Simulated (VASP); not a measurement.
Input of a VASP 6.6.1 run:

The input INCAR:

```
  PREC = Accurate
  ENCUT = 600
  EDIFF = 1E-7
  ISMEAR = 0
  SIGMA = 0.03
  LREAL = F
  LASPH = T
  NELM = 80
  ALGO = Normal
  ISIF = 3
  LWAVE = F
  LCHARG = F
  GGA = PE
  IVDW = 12
  IBRION = 2
  NSW = 90
  EDIFFG = -0.005
  KPAR = 2
```

The input KPOINTS:

```
Automatic mesh
0
Gamma
  7 7 7
```

File POSCAR:

```
Al2O3                                   
1.0
    2.3885428361      1.3790258494      4.3428961740
   -2.3885428361      1.3790258494      4.3428961740
   -0.0000000000     -2.7580516989      4.3428961740
  Al              O             
     4     6
Direct
     0.3520943443613502    0.3520943443613502    0.3520943443613502
     0.1479056556386498    0.1479056556386498    0.1479056556386498
     0.6479056556386498    0.6479056556386498    0.6479056556386498
     0.8520943443613502    0.8520943443613502    0.8520943443613502
     0.5563939904845627    0.9436060095154373    0.2500000000000000
     0.2500000000000000    0.5563939904845627    0.9436060095154373
     0.9436060095154373    0.2500000000000000    0.5563939904845627
     0.4436060095154373    0.0563939904845627    0.7500000000000000
     0.7500000000000000    0.4436060095154373    0.0563939904845627
     0.0563939904845627    0.7500000000000000    0.4436060095154373
```

Potentials or basis: VASP PAW PBE potentials, release 64 (Al, O).

Command:

```sh
$ cat potpaw_PBE.64/Al/POTCAR potpaw_PBE.64/O/POTCAR > POTCAR
$ mpirun -np 2 vasp_std > vasp.out
```

(1) Predict the dispersion energy per atom.

(2) Predict the band gap on the k mesh.

Answers

(1) -0.234 eV.

(2) 6.10 eV, direct.

Caveat: the relaxation stopped at its first step, so nothing moved; an odd mesh through Γ misses points on the zone boundary, where band edges often lie.
